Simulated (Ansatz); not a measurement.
Wanted: the native input for an Ansatz 0.2.0 run.

```
Task                : single point
Functional          : PBE
Potentials or basis : Ansatz PAW
Cutoff              : 420 eV (not typed: the program's choice for these potentials)
k mesh              : 9 × 9 × 9
Occupations         : gaussian, width 0.016 eV
Spin                : collinear spin, ferromagnetic start
Starting moments    : [1.0, 0.0] μB
```

Crystal: AlNi.

```xyz
2
Lattice="2.8810 0.0000 0.0000 0.0000 2.8810 0.0000 0.0000 0.0000 2.8810" Properties=species:S:1:pos:R:3 pbc="T T T"
Ni    1.4405    1.4405    1.4405
Al    0.0000    0.0000    0.0000
```

The input as run:

input.yaml

```yaml
crystal:
  lattice:
    - [2.881, 0.0, 0.0]
    - [0.0, 2.881, 0.0]
    - [0.0, 0.0, 2.881]
  atoms:
    - { symbol: Ni, position: [0.5, 0.5, 0.5], spin: 1.0 }
    - { symbol: Al, position: [0.0, 0.0, 0.0] }
hamiltonian:
  xc: pbe
  pseudopotentials: { kind: paw }
magnetization:
  spin_polarized: true
kpoints:
  mp_grid: { grid: [9, 9, 9] }
scf:
  occupations: { method: gaussian, width: 0.016 }
output:
  forces: true
  stress: true
  eigenvalues: true
```

Potentials or basis: Ansatz PAW.

Launch:

```console
$ ansatz run input.yaml --threads 2 --pin off --max-ram 5632MiB --backend cpu --events-out ev --progress --plain --runs-dir out
```

Results of the run:

```yaml
Pressure: 1.9 GPa
Band_gap_on_the_k_mesh: none (metal or under the smearing width)
Net_moment: 0.00 μB per cell
Absolute_moment: 0.00 μB per cell
```

Caveat: the starting moments weren't kept.

Run time: 3.5 s on 2 threads of Intel(R) Xeon(R) Processor @ 2.50GHz (Skylake/Cascade Lake) (shared host), peak memory 0.32 GiB.
